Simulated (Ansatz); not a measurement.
BaTiO3 (Barioperovskite):

```xyz
5
Lattice="3.9855 0.0000 0.0000 0.0000 2.8369 2.8451 0.0000 -2.8369 2.8451" Properties=species:S:1:pos:R:3 pbc="T T T"
Ba    0.0000    0.0000    0.0000
Ti    1.9928    0.0000    2.9157
O     1.9928    1.3804    4.2594
O     1.9928   -1.3804    4.2594
O     0.0000    0.0000    2.7735
```

```yaml
Program: Ansatz 0.2.0
Task: single point
Functional: PBEsol
Potentials_or_basis: all-electron LAPW, scalar-relativistic
Cutoff: 417 eV (chosen from the basis error)
Basis_error_allowed: 0.001 eV/atom
k_mesh: 7 × 7 × 7
Occupations: fermi-dirac, width 0.05 eV
Spin: no spin polarisation
```

On this cell: pressure -3.9 GPa; largest force 0.290 eV/Å; band gap on the k mesh 1.94 eV, indirect (least direct gap 2.03 eV).

The same run follows on a disturbed copy (atoms moved at random, drawn with an rms of 0.05 Å):

```
CELL_PARAMETERS angstrom
3.98550 0.00000 0.00000
0.00000 2.83690 2.84515
0.00000 -2.83690 2.84515
ATOMIC_POSITIONS crystal
Ba 0.00052 0.99985 0.00607
Ti 0.50393 0.51327 0.51997
O 0.50040 0.97716 0.50313
O 0.51683 0.50211 0.00965
O 0.00525 0.48972 0.50255
```

What does the disturbed cell give?

The energy moves by +2.2 meV/atom; pressure -3.3 GPa; largest force 0.633 eV/Å; band gap on the k mesh 1.96 eV, indirect (least direct gap 2.11 eV).

Forces in eV/Å, atoms in the order of the input:
```
Ba   0.100 -0.099  0.171
Ti  -0.038  0.225  0.124
O    0.060  0.013  0.250
O   -0.242  0.090 -0.578
O    0.120 -0.229  0.033
```

Stress tensor (GPa, compression positive):
```
-3.37  0.04 -0.03
 0.04 -3.18  1.16
-0.03  1.16 -3.34
```

Caveats: spin-orbit coupling is left out, which moves the levels of the heavy elements; an odd mesh through Γ misses points on the zone boundary, where band edges often lie.
